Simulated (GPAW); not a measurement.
The system is Pt.

```xyz
1
Lattice="0.0000 1.9609 1.9609 1.9609 0.0000 1.9609 1.9609 1.9609 0.0000" Properties=species:S:1:pos:R:3 pbc="T T T"
Pt    0.0000    0.0000    0.0000
```

| Item | Value |
| --- | --- |
| Program | GPAW 26.7.0 |
| Task | relaxation of cell and atoms |
| Functional | PBE |
| Potentials or basis | GPAW PAW data sets (gpaw-data 1.2.1) |
| Cutoff | 600 eV |
| Basis | pw |
| k mesh | 12 × 12 × 12 |
| Occupations | fermi-dirac, width 0.05 eV |
| Spin | no spin polarisation |

At the start: pressure 9.8 GPa; volume 15.08 Å³/atom.

Problem. Where does the relaxation end?

Solution. Over 3 steps the energy falls by 16.1 meV/atom and the volume is 15.64 Å³/atom (+3.7 %); space group Fm-3m (No. 225, to 0.05 Å).

The path:
| step | energy change (eV) | largest force (eV/Å) | pressure (GPa) | volume (Å³) |
| --- | --- | --- | --- | --- |
| 1 | 0.0000 | 0.0000 | 9.78 | 15.08 |
| 2 | -0.0160 | 0.0000 | -0.81 | 15.69 |
| 3 | -0.0161 | 0.0000 | -0.05 | 15.64 |

Final structure:
```xyz
1
Lattice="0.0000 1.9848 1.9848 1.9848 0.0000 1.9848 1.9848 1.9848 0.0000" Properties=species:S:1:pos:R:3 pbc="T T T"
Pt    0.0000    0.0000    0.0000
```

Caveat: later steps reuse the first step's grids.
